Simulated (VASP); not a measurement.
# AlP (F-43m) in VASP: single point with PBE

Aim: the single point of AlP with PBE.

Everything below comes from runs of VASP 6.6.1. Logs are shortened: lines on timing, memory, paths and dates and some standing lists are left out, and cuts for length are marked.

**The experiment to reproduce.**

From a printed reference work, data compilation, for a bulk crystal of AlP at 4.2 K: band gap 2.505 eV (indirect).

How close the calculation comes is told below.

## Step 1: The cell of the first run

Symmetry: F-43m, No. 216, cubic system. Conventional cell: a = 5.507 Å, b = 5.507 Å, c = 5.507 Å, α = 90.00°, β = 90.00°, γ = 90.00°. Within 3.1 Å of Al (site symmetry -43m) lie 4 P at 2.38 Å. Within 3.1 Å of P (site symmetry -43m) lie 4 Al at 2.38 Å.

## Step 2: Single point, PBE

The input, INCAR:

```
SYSTEM = AlP
ALGO = Normal
EDIFF = 1E-6
ENCUT = 500
GGA = PE
GGA_COMPAT = .FALSE.
ISIF = 2
ISMEAR = 0
LASPH = .TRUE.
LCHARG = .FALSE.
LREAL = .FALSE.
LWAVE = .FALSE.
NBANDS = 11
NELM = 120
PREC = Accurate
SIGMA = 0.02
```

The input, KPOINTS:

```
k-points
0
G
  8 8 8
  0 0 0
```

The input, POSCAR:

```
AlP
1.0
    0.0000000000      2.7532603675      2.7532603675
    2.7532603675      0.0000000000      2.7532603675
    2.7532603675      2.7532603675      0.0000000000
Al P
1 1
Direct
    0.0000000000      0.0000000000      0.0000000000
    0.7500000000      0.7500000000      0.7500000000
```

Potentials or basis: VASP PAW PBE potentials, release 64 (Al, P).

Command:

```sh
$ cat potpaw_PBE.64/Al/POTCAR potpaw_PBE.64/P/POTCAR > POTCAR
$ mpirun -np 1 vasp_std > vasp.out
```

OUTCAR:

```text
SYSTEM = AlP
   EDIFF = 1E-6
   ENCUT = 500
   GGA = PE
   ISIF = 2
   ISMEAR = 0
   LASPH = .TRUE.
   LREAL = .FALSE.
   NELM = 120
   PREC = Accurate

 ion  position               nearest neighbor table
   1  0.000  0.000  0.000-   2 2.38   2 2.38   2 2.38   2 2.38
   2  0.750  0.750  0.750-   1 2.38   1 2.38   1 2.38   1 2.38

  LATTYP: Found a face centered cubic cell.
 ALAT       =     5.5065207350

  Lattice vectors:

 A1 = (   0.0000000000,   2.7532603675,   2.7532603675)
 A2 = (   2.7532603675,   0.0000000000,   2.7532603675)
 A3 = (   2.7532603675,   2.7532603675,   0.0000000000)

Analysis of symmetry for initial positions (statically):
=====================================================================
 Subroutine PRICEL returns:
 Original cell was already a primitive cell.

 Routine SETGRP: Setting up the symmetry group for a
 face centered cubic supercell.

 Subroutine GETGRP returns: Found 24 space group operations
 (whereof 24 operations were pure point group operations)
 out of a pool of 48 trial point group operations.

The static configuration has the point symmetry T_d .

Analysis of symmetry for dynamics (positions and initial velocities):
=====================================================================
 Subroutine PRICEL returns:
 Original cell was already a primitive cell.

 Routine SETGRP: Setting up the symmetry group for a
 face centered cubic supercell.

 Subroutine GETGRP returns: Found 24 space group operations
 (whereof 24 operations were pure point group operations)
 out of a pool of 48 trial point group operations.

The dynamic configuration has the point symmetry T_d .

 Subroutine INISYM returns: Found 24 space group operations
 (whereof 24 operations are pure point group operations),
 and found     1 'primitive' translations

----------------------------------------------------------------------------------------

                                     Primitive cell

  volume of cell :      41.7419

  direct lattice vectors                    reciprocal lattice vectors
     0.000000000  2.753260367  2.753260367    -0.181602876  0.181602876  0.181602876
     2.753260367  0.000000000  2.753260367     0.181602876 -0.181602876  0.181602876
     2.753260367  2.753260367  0.000000000     0.181602876  0.181602876 -0.181602876

  length of vectors
     3.893698152  3.893698152  3.893698152     0.314545407  0.314545407  0.314545407

  position of ions in fractional coordinates (direct lattice)
     0.000000000  0.000000000  0.000000000
     0.750000000  0.750000000  0.750000000

  ion indices of the primitive-cell ions
   primitive index   ion index
                 1           1
                 2           2

----------------------------------------------------------------------------------------

 KPOINTS: k-points

Automatic generation of k-mesh.
 Grid dimensions read from file:
 generate k-points for:    8    8    8

 Generating k-lattice:

  Cartesian coordinates                     Fractional coordinates (reciprocal lattice)
    -0.022700359  0.022700359  0.022700359     0.125000000  0.000000000  0.000000000
     0.022700359 -0.022700359  0.022700359     0.000000000  0.125000000  0.000000000
     0.022700359  0.022700359 -0.022700359     0.000000000  0.000000000  0.125000000

  Length of vectors
     0.039318176  0.039318176  0.039318176

  Shift w.r.t. Gamma in fractional coordinates (k-lattice)
     0.000000000  0.000000000  0.000000000

 Subroutine IBZKPT returns following result:
 ===========================================

 Found     29 irreducible k-points:

 Following reciprocal coordinates:
            Coordinates               Weight
  0.000000  0.000000  0.000000      1.000000
  0.125000  0.000000  0.000000      8.000000
  0.250000  0.000000  0.000000      8.000000
  0.375000  0.000000  0.000000      8.000000
  0.500000  0.000000  0.000000      4.000000
  0.125000  0.125000  0.000000      6.000000
[... 16 lines left out ...]
  0.500000  0.250000  0.125000     48.000000
 -0.375000  0.250000  0.125000     24.000000
 [... further k-points ...]
   k-points           NKPTS =     29   k-points in BZ     NKDIM =     29   number of bands    NBANDS=     11
   number of dos      NEDOS =    301   number of ions     NIONS =      2
   total plane-waves  NPLWV =  21952
   dimension x,y,z NGX =    28 NGY =   28 NGZ =   28
   dimension x,y,z NGXF=    56 NGYF=   56 NGZF=   56
   ions per type =               1   1
   NGX,Y,Z   is equivalent  to a cutoff of  11.95, 11.95, 11.95 a.u.
   NGXF,Y,Z  is equivalent  to a cutoff of  23.91, 23.91, 23.91 a.u.
 SYSTEM =  AlP
   PREC   = accura    normal or accurate (medium, high low for compatibility)
   ISTART =      0    job   : 0-new  1-cont  2-samecut
   ICHARG =      2    charge: 1-file 2-atom 10-const
   ISPIN  =      1    spin polarized calculation?
   LNONCOLLINEAR =      F non collinear calculations
   LSORBIT =      F    spin-orbit coupling
   LASPH  =      T    aspherical Exc in radial PAW
   ENCUT  =  500.0 eV  36.75 Ry    6.06 a.u.   7.10  7.10  7.10*2*pi/ulx,y,z
   NELM   =    120;   NELMIN=  2; NELMDL= -5     # of ELM steps
   EDIFF  = 0.1E-05   stopping-criterion for ELM
   LREAL  =      F    real-space projection
   EDIFFG = 0.1E-04   stopping-criterion for IOM
   NSW    =      0    number of steps for IOM
   IBRION =     -1    ionic relax: 0-MD 1-quasi-New 2-CG
   NFREE  =      0    steps in history (QN), initial steepest desc. (CG)
   ISIF   =      2    stress and relaxation
   ISYM   =      2    0-nonsym 1-usesym 2-fastsym
   POTIM  = 0.5000    time-step for ionic-motion
   TEBEG  =    0.0;   TEEND  =   0.0 temperature during run
   PSTRESS=    0.0 pullay stress
   NELECT =       8.0000    total number of electrons
   NUPDOWN=      -1.0000    fix difference up-down
   EMIN   =  10.00;   EMAX   =-10.00  energy-range for DOS
   EFERMI =   0.00;   METHOD = LEGACY
   ISMEAR =     0;   SIGMA  =   0.02  broadening in eV -4-tet -1-fermi 0-gaus
   EFERMI_NEDOS =   21; number of points for ismear=-14 and -15
   IALGO  =     38    algorithm
   IMIX   =      4    mixing-type and parameters
     AMIX     =   0.40;   BMIX     =  1.00
     AMIX_MAG =   1.60;   BMIX_MAG =  1.00
  volume/ion in A,a.u.               =      20.87       140.84
  Fermi-wavevector in a.u.,A,eV,Ry     =   0.943874  1.783664 12.121415  0.890899
  Thomas-Fermi vector in A             =   2.071624
   LORBIT       =      0    0 simple, 1 ext, 2 COOP (PROOUT), +10 PAW based schemes
   GGA     = PE    functional components
   LHFCALC =     F    Hartree Fock is set to
   AEXX    =    0.0000 exact exchange contribution
   IVDW    =     0    specifies the selected vdW correction
   LEPSILON=     F    determine dielectric tensor
   LRPA    =     F    only Hartree local field effects (RPA)
 non-spin polarized calculation
 Gauss-broadening in eV      SIGMA  =   0.02
  energy-cutoff  :      500.00
  volume of cell :       41.74
 maximum number of plane-waves:      1068
   NGX = 15   NGY = 15   NGZ = 15

 number of electron       8.0000001 magnetization

 Free energy of the ion-electron system (eV)
  ---------------------------------------------------
  ext. energy  EPLUGINS =         0.00000000
  ---------------------------------------------------
  free energy    TOTEN  =       -10.37677207 eV

  energy without entropy =      -10.37677207  energy(sigma->0) =      -10.37677207

 E-fermi :   4.4667     XC(G=0):  -9.1103

 val. band max:        4.3499998719   @ k =   0.0000   0.0000   0.0000
 cond. band min:       5.9787697107   @ k =   0.5000   0.5000   0.0000
 fundamental gap:      1.6287698388
 Fermi energy:         4.4667156276

 k-point     1 :       0.0000    0.0000    0.0000
  band No.  band energies     occupation
      1      -7.0112      2.00000
      2       4.3500      2.00000
      3       4.3500      2.00000
      4       4.3500      2.00000
      5       7.4389      0.00000
      6       8.8758      0.00000
      7       8.8758      0.00000
      8       8.8758      0.00000
      9      13.1556      0.00000
     10      13.1556      0.00000
     11      14.4647      0.00000

 k-point     2 :       0.1250    0.0000    0.0000
  band No.  band energies     occupation
      1      -6.8438      2.00000
      2       3.1348      2.00000
      3       4.2053      2.00000
      4       4.2053      2.00000
      5       7.9111      0.00000
      6       9.1525      0.00000
      7       9.1525      0.00000
      8       9.3412      0.00000
      9      12.6768      0.00000
     10      12.6768      0.00000
     11      15.1156      0.00000

 k-point     3 :       0.2500    0.0000    0.0000
  band No.  band energies     occupation
      1      -6.3739      2.00000
      2       1.2219      2.00000
      3       3.9171      2.00000
      4       3.9171      2.00000
      5       7.5745      0.00000
      6       9.4626      0.00000
      7       9.4626      0.00000
      8      11.1235      0.00000
      9      12.6470      0.00000
     10      12.6470      0.00000
     11      14.6258      0.00000

 k-point     4 :       0.3750    0.0000    0.0000
  band No.  band energies     occupation
      1      -5.7464      2.00000
      2      -0.3776      2.00000
      3       3.6857      2.00000
      4       3.6857      2.00000
      5       7.2046      0.00000
      6       9.2962      0.00000
      7       9.2962      0.00000
      8      12.4124      0.00000
      9      13.9997      0.00000
     10      13.9997      0.00000
     11      14.8228      0.00000

 k-point     5 :       0.5000    0.0000    0.0000
  band No.  band energies     occupation
      1      -5.3943      2.00000
      2      -1.0656      2.00000
      3       3.6016      2.00000
      4       3.6016      2.00000
      5       7.0699      0.00000
      6       9.1620      0.00000
      7       9.1620      0.00000
      8      12.5535      0.00000
      9      15.8001      0.00000
     10      15.8001      0.00000
     11      15.9779      0.00000
[... 211 lines left out ...]
 k-point    21 :       0.5000    0.5000    0.0000
  band No.  band energies     occupation
      1      -4.7569      2.00000
      2      -0.8725      2.00000
      3       2.2995      2.00000
      4       2.2995      2.00000
      5       5.9788      0.00000
      6       6.8247      0.00000
      7      15.2034      0.00000
      8      15.2034      0.00000
      9      16.1331      0.00000
     10      16.3393      0.00000
     11      16.3393      0.00000

 k-point    22 :       0.3750    0.2500    0.1250
  band No.  band energies     occupation
      1      -5.9768      2.00000
      2       0.8893      2.00000
      3       2.5061      2.00000
      4       3.4577      2.00000
      5       8.1812      0.00000
      6       9.0858      0.00000
      7       9.7695      0.00000
      8      11.0783      0.00000
      9      12.6075      0.00000
     10      15.0222      0.00000
     11      17.0840      0.00000

 k-point    23 :       0.5000    0.2500    0.1250
  band No.  band energies     occupation
      1      -5.4035      2.00000
      2      -0.1880      2.00000
      3       1.9494      2.00000
      4       3.0871      2.00000
      5       8.2758      0.00000
      6       9.0990      0.00000
      7      10.3212      0.00000
      8      11.3837      0.00000
      9      13.7193      0.00000
     10      15.5492      0.00000
     11      17.0449      0.00000

 k-point    24 :      -0.3750    0.2500    0.1250
  band No.  band energies     occupation
      1      -5.0928      2.00000
      2      -0.7251      2.00000
      3       1.8142      2.00000
      4       2.9063      2.00000
      5       8.2697      0.00000
      6       8.8474      0.00000
      7      11.1568      0.00000
      8      11.9718      0.00000
      9      13.2358      0.00000
     10      15.7067      0.00000
     11      16.9133      0.00000

 [... further k-points ...]
[... 5 lines left out ...]
  --------------------------------------------------------------------------------------
  -------------------------------------------------------------------------------------
  Total       -0.0092277     -0.0092277     -0.0092277     -0.0000000      0.0000000      0.0000000
  in kB       -0.3541868     -0.3541868     -0.3541868     -0.0000000      0.0000000      0.0000000
  external PRESSURE =      -0.3541868 kB  Pullay stress =       0.0000000 kB

 VOLUME and BASIS-vectors are now :
 -----------------------------------------------------------------------------
  energy-cutoff  :      500.00
  volume of cell :       41.74
      direct lattice vectors                 reciprocal lattice vectors
     0.000000000  2.753260367  2.753260367    -0.181602876  0.181602876  0.181602876
     2.753260367  0.000000000  2.753260367     0.181602876 -0.181602876  0.181602876
     2.753260367  2.753260367  0.000000000     0.181602876  0.181602876 -0.181602876

 POSITION                                       TOTAL-FORCE (eV/Angst)
 -----------------------------------------------------------------------------------
      0.00000      0.00000      0.00000         0.000000      0.000000      0.000000
      4.12989      4.12989      4.12989        -0.000000     -0.000000     -0.000000
 -----------------------------------------------------------------------------------
    total drift:                                0.000000      0.000000      0.000000

  FREE ENERGIE OF THE ION-ELECTRON SYSTEM (eV)
  ---------------------------------------------------
  free  energy   TOTEN  =       -10.3767720698 eV

  energy  without entropy=      -10.3767720698  energy(sigma->0) =      -10.37677207
```

Run time: 7.2 s. Hardware: 1 thread of Intel Xeon 6975P-C (Granite Rapids), shared host; peak memory 0.15 GiB.

Results:

```
Free energy            : -10.3768 eV
Pressure               : 0.0 GPa
Band gap on the k mesh : 1.63 eV, indirect (least direct gap 3.09 eV)
```

Levels at points of the mesh, in eV from the valence-band top:
| k point | band 1 | band 2 | band 3 | band 4 | band 5 | band 6 | band 7 | band 8 | band 9 |
| --- | --- | --- | --- | --- | --- | --- | --- | --- | --- |
| (0.00, 0.00, 0.00) | -11.36 | 0.00 | 0.00 | 0.00 | 3.09 | 4.53 | 4.53 | 4.53 | 8.81 |
| (0.50, 0.00, 0.00) | -9.74 | -5.42 | -0.75 | -0.75 | 2.72 | 4.81 | 4.81 | 8.20 | 11.45 |
| (0.50, 0.50, 0.00) | -9.11 | -5.22 | -2.05 | -2.05 | 1.63 | 2.47 | 10.85 | 10.85 | 11.78 |

## Step 3: Comparison with measurements

Step 2. A measured gap of AlP is 2.505 eV (indirect; 4.2 K; a printed reference work, data compilation); the calculated 1.63 eV misses it by -0.88 eV. The value is that of PBE on a finite k mesh, which can miss the band edges, without temperature or zero-point motion. Semilocal functionals fall short of measured gaps as a rule.
